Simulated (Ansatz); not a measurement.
Take CsPbI3 in the cubic perovskite structure (space group Pm-3m, No. 221) as the base.

Space group Pm-3m (No. 221); a = 6.2473 Å, b = 6.2473 Å, c = 6.2473 Å, α = 90.00°, β = 90.00°, γ = 90.00°

```tsv
atom	site	symmetry	x	y	z
Cs	1a	m-3m	0.0000	0.0000	0.0000
Pb	1b	m-3m	0.5000	0.5000	0.5000
I	3c	4/mm.m	0.0000	0.5000	0.5000
```

The values are results of Ansatz (a program for electronic structure), PBEsol, PAW, cutoff 420 eV, no SOC, not measurements.

For the base:

The band gap is 1.19 eV and the density comes out as 4.91 g/cm³. The electron mass is 0.059, 0.67, 0.67 mₑ (at R).

The change: a hydrostatic pressure of 1.8 GPa.

Task: How does this affect the band gap?

Result: The band gap falls by 0.32 eV to 0.87 eV.

Task: How does this affect the density?

Result: The density goes up by 0.43 g/cm³ (4.91 g/cm³ → 5.34 g/cm³).

Task: How does this affect the electron mass?

Result: The electron mass (degenerate bands, along [100]) becomes 0.046, 0.60, 0.60 mₑ (at R) (base: 0.059, 0.67, 0.67 mₑ (at R)).

Spin-orbit coupling, missing from the scalar runs, can matter with I and Pb. Load acts through the strain it causes; cell and atoms are relaxed under it. Masses are band curvatures over ±0.01 Å⁻¹ around the edge. Stability against distortions was not tested. Many cubic perovskites are stable only at high temperature; tilts and polar distortions were not tested. This is not the structure that CsPbI3 has at room temperature and ambient pressure.
